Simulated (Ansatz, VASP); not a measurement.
## Nb: VASP beside Ansatz

The input INCAR:

```
PREC = Accurate
ENCUT = 520
EDIFF = 1E-6
ISMEAR = 0
SIGMA = 0.15
LREAL = False
LASPH = True
NELM = 100
ALGO = Fast
ISIF = 2
LWAVE = False
LCHARG = False
GGA = PS
NBANDS = 12
```

KPOINTS

```
Automatic mesh
0
Gamma
  22 22 22
```

Contents of POSCAR:

```
Nb
1.0
   -1.7108463054      1.7108463054      1.5739786010
    1.7108463054     -1.7108463054      1.5739786010
    1.7108463054      1.7108463054     -1.5739786010
Nb
1
Direct
    0.0000000000      0.0000000000      0.0000000000
```

Input for Ansatz:

```yaml
crystal:
  lattice:
    - [-1.7108463054, 1.7108463054, 1.573978601]
    - [1.7108463054, -1.7108463054, 1.573978601]
    - [1.7108463054, 1.7108463054, -1.573978601]
  atoms:
    - { symbol: Nb, position: [0.0, 0.0, 0.0] }
basis:
  ecutwfc: 420
kpoints:
  mp_grid: { grid: [22, 22, 22] }
hamiltonian:
  xc: pbesol
scf:
  occupations: { method: gaussian, width: 0.15 }
output:
  forces: true
  stress: true
  eigenvalues: true
```

Alike in both runs: task single point; functional PBEsol; k mesh 22 × 22 × 22; occupations gaussian, width 0.15 eV; no spin polarisation.

|  | VASP | Ansatz |
| --- | --- | --- |
| version | VASP 6.6.1 | Ansatz 0.2.0 |
| potentials or method | VASP PAW PBE potentials, release 64 (Nb_sv) | scalar-relativistic, plane waves, PAW |
| plane-wave cutoff (eV) | 520 | 420 |
| valence electrons in the cell | 13 | 13 |

Ansatz gave:

| Item | Value |
| --- | --- |
| gap on the k mesh at the Fermi level (eV) | none |
| pressure (GPa) | -8.0 |
| largest component of the traceless stress (GPa) | 4.92 |

Question: Which values does VASP return?

Answer: gap on the k mesh at the Fermi level (eV): none; pressure (GPa): -8.3; largest component of the traceless stress (GPa): 4.88.

A gap of «none» marks a metal or a gap that the smearing closes. With one functional, cell and mesh, what is left measures potentials, basis and numerics.

Caveats: the PAW data sets were made with another functional, which shifts forces and pressure a little (VASP).
